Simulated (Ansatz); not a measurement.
# What moves the pressure of TePb?

```xyz
2
Lattice="0.0000 3.2270 3.2270 3.2270 0.0000 3.2270 3.2270 3.2270 0.0000" Properties=species:S:1:pos:R:3 pbc="T T T"
Te    3.2270    3.2270    3.2270
Pb    0.0000    0.0000    0.0000
```

Atom numbers follow the list: Te1, Pb2.

The cell is COD entry 9008696, as deposited and not checked against the literature; nothing was relaxed.

Method: Ansatz 0.2.0, DFT, PBE, all-electron LAPW, scalar-relativistic.

Numerical set-up: a Γ-centred 10×10×10 k mesh, Fermi–Dirac smearing of 0.03 eV, basis error target 0.5 meV/atom, no spin polarisation.

Spin–orbit coupling is off unless a change turns it on.

In this reference run the pressure is 2.3 GPa (positive in compression). Each change below is made alone, on the same k mesh, with fractional coordinates held unless an atom is moved; x, y and z are the Cartesian axes.

Task: Order the changes by the shift of the pressure, most negative first.
A. spin-orbit coupling on
B. volume scaled by 1.025
C. functional lda
D. atom 2 (Pb) moved by (0.0000, 0.0000, 0.2000) Å
E. volume scaled by 0.975
F. x and y strained by -3 %, z held

Result: C (-3.9 GPa), B (-1.1 GPa), A (-0.2 GPa), D (+0.5 GPa), E (+1.3 GPa), F (+3.5 GPa).
